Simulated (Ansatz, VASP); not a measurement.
**Two plane-wave programs on CuI (Marshite)**

The input INCAR:

```
  ALGO = Normal
  EDIFF = 1E-7
  ENCUT = 520
  GGA = PE
  ISIF = 2
  ISMEAR = -1
  LASPH = True
  LCHARG = True
  LELF = True
  LREAL = False
  LVHAR = True
  LWAVE = False
  NBANDS = 16
  NELM = 100
  PREC = Accurate
  SIGMA = 0.05
```

Contents of KPOINTS:

```
k-points
0
Gamma
  8 8 8
```

Contents of POSCAR:

```
CuI
1.0
    0.0000000000      3.0315000000      3.0315000000
    3.0315000000      0.0000000000      3.0315000000
    3.0315000000      3.0315000000      0.0000000000
I Cu
1 1
Direct
   -0.0046820000      0.0068710000      0.0036750000
    0.7620060000      0.7612780000      0.7376760000
```

input.yaml

```yaml
crystal:
  lattice:
    - [0.0, 3.0315, 3.0315]
    - [3.0315, 0.0, 3.0315]
    - [3.0315, 3.0315, 0.0]
  atoms:
    - { symbol: I, position: [-0.004682, 0.006871, 0.003675] }
    - { symbol: Cu, position: [0.762006, 0.761278, 0.737676] }
hamiltonian:
  xc: pbe
  pseudopotentials: { kind: paw }
kpoints:
  mp_grid: { grid: [8, 8, 8] }
scf:
  occupations: { method: fermi_dirac, width: 0.05 }
output:
  forces: true
  stress: true
  eigenvalues: true
```

Change from the starting cell: atoms moved at random, drawn with an rms of 0.05 Å.

Alike in both runs: task single point; functional PBE; k mesh 8 × 8 × 8; occupations fermi-dirac, width 0.05 eV; no spin polarisation.

|  | VASP | Ansatz |
| --- | --- | --- |
| version | VASP 6.6.1 | Ansatz 0.2.0 |
| potentials or method | VASP PAW PBE potentials, release 64 (I, Cu) | Ansatz PAW |
| plane-wave cutoff (eV) | 520 | 420 |
| valence electrons in the cell | 18 | 36 |

|  | VASP | Ansatz | Ansatz less VASP |
| --- | --- | --- | --- |
| gap on the k mesh at the Fermi level (eV) | 1.13 | 1.11 | -0.022 |
| least direct gap on the mesh (eV) | 1.13 | 1.11 | -0.022 |
| pressure (GPa) | 0.4 | 0.4 | -0.03 |
| largest component of the traceless stress (GPa) | 0.61 | 0.60 | -0.005 |
| rms of the force components (eV/Å) | 0.105 | 0.104 | -0.0002 |

Atom by atom the forces differ by 0.000 eV/Å (rms over components). The two sets of potentials don't hold the same shells in valence.

Caveats: spin-orbit coupling is left out, which moves the levels of the heavy elements.
